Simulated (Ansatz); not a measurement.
**AgCl: the cell at several levels of theory**

One table from this session's results is given with a row withheld; the runs are named, their logs left out.

Code: Ansatz 0.2.0. PAW datasets, plane waves, zero pressure. Note: simulated data, non-magnetic, for a generated structure that need not be the stable one.

## The cell

This is the cell as the run starts from it, not yet at rest; its lengths are not the crystal's.

It is hexagonal, P6_3/mmc (No. 194); a = 4.083 Å, c = 5.103 Å in the conventional setting, 18.42 Å³ an atom. Near Ag stand 5 Cl at 2.36–2.55 Å; near Cl stand 5 Ag at 2.36–2.55 Å.

Structure file:

```cif
data_structure
_symmetry_space_group_name_H-M 'P 1'
_symmetry_Int_Tables_number 1
_cell_length_a 4.0827
_cell_length_b 4.0827
_cell_length_c 5.1032
_cell_angle_alpha 90.000
_cell_angle_beta 90.000
_cell_angle_gamma 120.000
_cell_volume 73.67
loop_
_atom_site_label
_atom_site_type_symbol
_atom_site_fract_x
_atom_site_fract_y
_atom_site_fract_z
_atom_site_occupancy
Ag1 Ag 0.33333 0.66667 0.25000 1
Ag2 Ag 0.66667 0.33333 0.75000 1
Cl1 Cl 0.66667 0.33333 0.25000 1
Cl2 Cl 0.33333 0.66667 0.75000 1
```

Set-up of the first run:

Contents of input.yaml:

```yaml
crystal:
  lattice:
    - [4.0827496856, 0.0, 0.0]
    - [-2.0413748428, 3.535764945, 0.0]
    - [0.0, 0.0, 5.1031659]
  atoms:
    - { symbol: Ag, position: [0.3333333333, 0.6666666667, 0.25] }
    - { symbol: Ag, position: [0.6666666667, 0.3333333333, 0.75] }
    - { symbol: Cl, position: [0.6666666667, 0.3333333333, 0.25] }
    - { symbol: Cl, position: [0.3333333333, 0.6666666667, 0.75] }
kpoints:
  mp_grid: { grid: [6, 6, 4] }
hamiltonian:
  xc: pbe
scf:
  occupations: { method: fermi_dirac, width: 0.02 }
relax:
  f_tol: 0.005
  cell: {}
```

Steps of the session up to this table: Relaxing with PBE; r2SCAN: cell and atoms; PBEsol: cell and atoms; Relaxation with LDA; Relaxing with HSE06.

One table of the session follows, with a row left open; its other results are not shown here.

```
 level  a (Å)  c (Å)  volume (Å³/atom)
   PBE  4.515  5.975            26.375
r2SCAN  4.518  5.723            25.297
PBEsol  4.427  5.664            24.033
   LDA      ?      ?                 ?
 HSE06  4.525  5.914            26.214
```

Q: Estimate the row for LDA from the others.

**Answer.** a (Å): 4.354; c (Å): 5.539; volume (Å³/atom): 22.735. In the column «a (Å)» it is the lowest.

LDA gives the smallest cell and PBE the largest; they differ by 16.0 % in volume, a mean of 5.1 % in length.
